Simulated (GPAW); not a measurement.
## InP: band structure with SOGGA

**Measured values to compare with.**

From a printed reference work, data compilation, for a bulk crystal of InP at 1.6 K: band gap 1.4236 eV (direct).

The system is InP.

```xyz
2
Lattice="0.0000 2.9305 2.9305 2.9305 0.0000 2.9305 2.9305 2.9305 0.0000" Properties=species:S:1:pos:R:3 pbc="T T T"
In    0.0000    0.0000    0.0000
P     1.4652    1.4652    1.4652
```

| Item | Value |
| --- | --- |
| Program | GPAW 26.7.0 |
| Task | band structure |
| Functional | SOGGA |
| Potentials or basis | PAW data sets generated in the run's folder for this functional |
| Cutoff | 600 eV |
| Basis | pw |
| k mesh | 6 × 6 × 6 |
| Occupations | fermi-dirac, width 0.05 eV |
| Spin | spin-orbit coupling, no magnetisation |
| Maxiter | 150 |
| Band path | GXWKGLUWLK,UX |
| Band points | 60 |
| spin axis theta (degrees) | 54.7 |
| spin axis phi (degrees) | 45 |
| Soc after scf | second variation |

| Item | Value |
| --- | --- |
| Pressure | 0.2 GPa |
| Band gap on the k mesh | 0.57 eV, direct |
| Band gap along the path | 0.57 eV, direct |

Levels at the corners of the path, in eV from the valence-band top:
| point | band 16 | band 17 | band 18 | band 19 | band 20 | band 21 |
| --- | --- | --- | --- | --- | --- | --- |
| Γ | 0.00 | 0.00 | 0.00 | 0.57 | 0.57 | 3.61 |
| X | -2.46 | -2.35 | -2.35 | 1.58 | 1.58 | 2.13 |
| W | -3.05 | -2.99 | -2.95 | 4.15 | 4.15 | 4.29 |
| K | -3.37 | -2.02 | -2.01 | 2.20 | 2.21 | 4.26 |
| Γ | 0.00 | 0.00 | 0.00 | 0.57 | 0.57 | 3.61 |
| L | -1.09 | -0.97 | -0.97 | 1.36 | 1.36 | 4.58 |
| U | -3.37 | -2.02 | -2.01 | 2.20 | 2.21 | 4.26 |
| W | -3.05 | -2.99 | -2.95 | 4.15 | 4.15 | 4.29 |
| L | -1.09 | -0.97 | -0.97 | 1.36 | 1.36 | 4.58 |
| K | -3.37 | -2.02 | -2.01 | 2.20 | 2.21 | 4.26 |
| U | -3.37 | -2.02 | -2.01 | 2.20 | 2.21 | 4.26 |
| X | -2.46 | -2.35 | -2.35 | 1.58 | 1.58 | 2.13 |

Wall time 40 s on 1 thread of Arm Neoverse V1, on a shared host, peak memory 0.26 GiB.

A measured gap of InP is 1.4236 eV (direct; 1.6 K; a printed reference work, data compilation); the calculated 0.57 eV misses it by -0.86 eV. The value is that of SOGGA, without temperature or zero-point motion.

Caveat: spin-orbit coupling was added after a scalar SCF, so levels and gaps hold it while energy, forces, pressure and moments don't; this program's spin-orbit splittings come out too wide for heavy elements.
